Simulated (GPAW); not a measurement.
Write an ASE script for GPAW 26.7.0 that does the following.

| Property | Result |
| --- | --- |
| Task | band structure |
| Functional | PBE |
| Potentials or basis | JTH PAW 2.0, PBE |
| Cutoff | 600 eV |
| Basis | pw |
| k mesh | 8 × 8 × 8 |
| Occupations | fermi-dirac, width 0.05 eV |
| Spin | no spin polarisation |
| Maxiter | 150 |
| Band path | GXWKGLUWLK,UX |
| Band points | 60 |
| Data set | Si jth |

Si:

```xyz
2
Lattice="0.0000 2.7219 2.7219 2.7219 0.0000 2.7219 2.7219 2.7219 0.0000" Properties=species:S:1:pos:R:3 pbc="T T T"
Si    2.7219    2.7219    2.7219
Si    4.0828    4.0828    4.0828
```

The input as run:

run.py

```python
from ase import Atoms
from ase.dft.bandgap import bandgap
from ase.io import write
from ase.units import GPa
from gpaw import GPAW, PW, setup_paths

setup_paths.insert(0, '.')

atoms = Atoms(['Si', 'Si'],
              cell=[[0.0, 2.7218511865, 2.7218511865],
                    [2.7218511865, 0.0, 2.7218511865],
                    [2.7218511865, 2.7218511865, 0.0]],
              scaled_positions=[[0.5, 0.5, 0.5],
                                [0.75, 0.75, 0.75]],
              pbc=True)

calc = GPAW(mode=PW(600),
            xc='PBE',
            kpts={'size': (8, 8, 8), 'gamma': True},
            occupations={'name': 'fermi-dirac', 'width': 0.05},
            setups={'Si': 'jth'},
            nbands=-7,
            convergence={'density': 1e-05, 'energy': 1e-05},
            maxiter=150,
            txt='gpaw.txt')
atoms.calc = calc
energy = atoms.get_potential_energy()
forces = atoms.get_forces()
stress = atoms.get_stress()
calc.write('gs.gpw')
write('result.traj', atoms)
print(f'Energy: {energy:.6f} eV')
print('Forces (eV/A):')
print(forces.round(4))
print('Stress (GPa):', (stress / GPa).round(3))
print('Fermi level:', round(calc.get_fermi_level(), 4), 'eV')
print(f'Gap: {bandgap(calc)[0]:.4f} eV, direct: {bandgap(calc, direct=True)[0]:.4f} eV')

path = atoms.cell.bandpath('GXWKGLUWLK,UX', npoints=60, eps=1e-4)
bs_calc = calc.fixed_density(kpts=path, symmetry='off', nbands=-17,
                             convergence={'bands': 'CBM+6.0', 'eigenstates': 1e-6}, txt='bands.txt')
bs = bs_calc.band_structure()
bs.write('bs.json')
print(f'Gap on the path: {bandgap(bs_calc)[0]:.4f} eV')
```

Potentials or basis: JTH PAW 2.0, PBE, pw.

Launch:

```bash
$ OMP_NUM_THREADS=1 python run.py
```

Results of the run:

* Pressure: 1.7 GPa
* Band gap on the k mesh: 0.64 eV, indirect (least direct gap 2.57 eV)
* Band gap along the path: 0.61 eV, indirect (least direct gap 2.57 eV)

Caveat: the program truncates these outside data sets.

Wall time 68 s on 1 thread of Intel(R) Xeon(R) Platinum 8259CL CPU @ 2.50GHz (Skylake/Cascade Lake) (shared host), peak memory 0.19 GiB.
